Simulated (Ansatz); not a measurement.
# AlN: energy along a strain

AlN, P6_3/mmc, a = 3.312 Å, c = 4.188 Å (as given, not relaxed at this level: 0.3 GPa). This isn't the usual stable structure of the compound. Ansatz: PBE, PAW, 420 eV, Γ-centred 9×9×6 mesh on 4 atoms, Gaussian smearing 0.05 eV; no spin polarisation. Cell vectors (Å): 3.312 0.000 0.000; -1.656 2.868 0.000; 0.000 0.000 4.188. The cell is strained by x per cent times the pattern (1 1 0 0 0 0) in the order xx yy zz yz xz xy (engineering shears), with fractional coordinates held. y is the free energy over the start, V0 = 9.946 Å³/atom. Points with a strain past 8.5 % were computed too (3) and aren't used here.

```
x (%) y (meV/atom)
-7.50        244.54
-5.00             ?
-2.50         23.55
 0.00          0.00
 2.50         17.94
 5.00         67.70
 7.50        141.50
```

Task: Fit y = c1 x + c2 x² + c3 x³ to the other rows, get the stiffness along the pattern, and predict the missing energy.

Result: Least squares on the rows shown. y = −0.64711 x + 3.4267 x² − 0.11088 x³. The clamped-ion stiffness p·C·p = 2 × 34.27 eV × 160.2 / 9.946 Å³ = 1104 GPa; c1 is there for the stress left in the start, which by itself gives a slope of -0.42 meV/atom per %. At x = -5.00 the fit asked for gives 102.76 meV/atom. The run gave 100.29 meV/atom, so the fit is 2.47 meV/atom too high, 1 % of the span of the series, against an rms of 0.70 meV/atom on the fitted rows. With a term in x⁴ added, a fit to the same known rows predicts 100.44 meV/atom, so most of the miss is curvature that the known rows already hold.